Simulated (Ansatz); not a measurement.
## F, a known structure type with other elements, at an estimated volume

```
F
1.0
     1.26489    2.19085    0.00000
    -1.26489    2.19085    0.00000
     0.00000    0.00000    8.19227
F
4
Direct
  0.00000 0.00000 0.00000
  0.00000 0.00000 0.50000
  0.33333 0.33333 0.75000
  0.66667 0.66667 0.25000
```

Method: PBE, no spin polarisation; PAW, plane waves to 420 eV, 15×15×4 Γ-centred mesh, fermi-dirac occupations (width 0.0662 eV) (Ansatz 0.2.0), atoms fixed.

Metal or insulator?

It is a metal, with about 13 states/eV a cell as the mean within 0.25 eV of the Fermi level, mostly F p (100 %).

Is the cell too large or too small?

The pressure is -3.7 GPa (compression positive), so with the atoms held at these fractions the cell would first shrink.

What do density and ELF say about some of the short contacts?

F–F at 2.52 Å: least valence density 0.05 e/Å³ and ELF 0.01 there. These are pseudo-fields; inside the PAW spheres they differ from the all-electron ones.

Origin: a known structure type with other elements, at an estimated volume, so it need not be a known compound. Caveats: many states at the Fermi level without spin polarisation, so a magnetic state may lie lower.
